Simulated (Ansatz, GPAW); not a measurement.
**One calculation of SnTe, 3 ways**

```xyz
2
Lattice="0.0000 3.1509 3.1509 3.1509 0.0000 3.1509 3.1509 3.1509 0.0000" Properties=species:S:1:pos:R:3 pbc="T T T"
Te    3.1509    3.1509    3.1509
Sn    0.0000    0.0000    0.0000
```

Alike in all runs: task single point; functional PBE; k mesh 7 × 7 × 7; occupations gaussian, width 0.017 eV; no spin polarisation; no spin-orbit coupling. Pressure is positive in compression and, in plane waves, holds the error of the finite cutoff, which Ansatz's Pulay term estimates and takes out.

```csv
program and potentials,plane-wave cutoff (eV),notes,pressure (GPa)
"Ansatz, Ansatz PAW",420,15 valence electrons an atom on average; Pulay term of +0.03 GPa included,2.23
"Ansatz, all-electron LAPW, scalar-relativistic",-,-,2.23
"GPAW, GPAW PAW data sets (gpaw-data 1.2.1)",600,10 valence electrons an atom on average,1.95
```

The pressure spans 1.95 (GPAW, GPAW PAW data sets (gpaw-data 1.2.1)) to 2.23 GPa (Ansatz, all-electron LAPW, scalar-relativistic), with all-electron results at 2.23.

The functional is the same throughout but for its coding, so the spread measures potentials, basis and numerics; runs on potential files found faulty are left out.
